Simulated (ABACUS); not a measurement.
The system is Nb.

```
Nb
1.0
    -1.66395    1.66395    1.66395
     1.66395   -1.66395    1.66395
     1.66395    1.66395   -1.66395
Nb
1
Direct
  0.00000 0.00000 0.00000
```

Base run:

| Item | Value |
| --- | --- |
| Program | ABACUS 3.10.1 |
| Functional | PBE |
| Potentials or basis | PseudoDojo NC SR 0.4.1 PBE standard |
| Cutoff | 1116 eV |
| Density cutoff | 4463 eV |
| Basis | plane waves |
| k mesh | 11 × 11 × 11 |
| Occupations | fermi-dirac, width 0.05 eV |
| Spin | no spin polarisation |

Its results: band gap on the k mesh none (metal or under the smearing width); pressure -1.8 GPa.

Task: The run is repeated on the same cell with these changes: k mesh from 11 × 11 × 11 to 9 × 9 × 9. What comes out?

Result: Band gap on the k mesh none (metal or under the smearing width); pressure -2.7 GPa.

Not every run made on this cell is shown here.
